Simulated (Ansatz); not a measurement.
Al₂Pt: work and stress of cleavage

These are results of DFT PBE, scalar-relativistic, plane waves, PAW (Ansatz 0.2.0), not measurements. The runs took a 420 eV cutoff, a Γ-centred 13×13×5 mesh and Gaussian smearing (0.15 eV). Spin–orbit coupling is left out, which can shift energies with elements as heavy as these. No spin polarisation. Energies are free energies at this smearing, counted from the undisturbed cell; pressure is positive in compression.

Reference structure (relaxed at this level; it needn't be the usual structure):

```
CELL_PARAMETERS angstrom
2.97320 -2.97320 0.00000
2.97320 0.00000 -2.97320
5.94641 5.94641 5.94641
ATOMIC_POSITIONS crystal
Al 0.66667 0.66667 0.41668
Al 0.00000 0.00000 0.08335
Al 0.33333 0.33333 0.75002
Al 0.66667 0.66667 0.91668
Al 0.00000 0.00000 0.58335
Al 0.33333 0.33333 0.25002
Pt 0.00000 0.00000 0.83335
Pt 0.33333 0.33333 0.50002
Pt 0.66667 0.66667 0.16668
```

The cut lies on the cell's a–b face, a (1 1 1) plane (indices in the standard cell, whose axes needn't be the Cartesian ones shown) of area 15.31 Å², between layers 1.72 Å apart. Vector c is lengthened by d along the normal with the atoms' Cartesian places fixed: one unrelaxed cut a cell. The traction is positive where the two halves pull on each other.

```
d (Å) energy (J/m²) traction (GPa)
-0.30           0.67           -55.1
-0.15           0.13           -19.7
 0.00           0.00             0.1
 0.25           0.21            14.0
 0.50           0.61            16.8
 0.75           1.02            15.3
 1.00           1.37            12.7
 1.50           1.88             7.9
 2.00           2.18             4.4
 3.00           2.41             1.0
 4.50           2.46             0.1
 6.00           2.47             0.0
```

Q: What are the work of separation and the cleavage stress, and do they fit the universal binding curve?

A: The energy levels off near W ≈ 2.47 J/m² (the traction is down to 0.0 GPa), the energy of the two unrelaxed faces, 1.23 J/m² each on average. The largest sampled traction is 16.8 GPa at d = 0.50 Å, and a parabola through it and its two neighbours peaks at σ_max ≈ 16.9 GPa, d ≈ 0.54 Å. The curve E = W[1 − (1 + d/ℓ)exp(−d/ℓ)] peaks in traction at d = ℓ with σ_max = W/(eℓ); with 1 J/m² per Å = 10 GPa this W and σ_max give ℓ = 0.54 Å. A parabola through that curve at the same three d peaks at 0.57 Å, against 0.54 Å here, a fair fit. Real crystals break at far lower stress, because cracks concentrate it, and on the plane of lowest W, which needn't be this one.

The cut is rigid; relaxing the faces lowers these energies and usually the stresses.

In a metal these slopes depend on the k mesh and the smearing.

Cost: 12 runs of about 9.1 core-minutes in all, on Arm Neoverse V1 (shared hosts).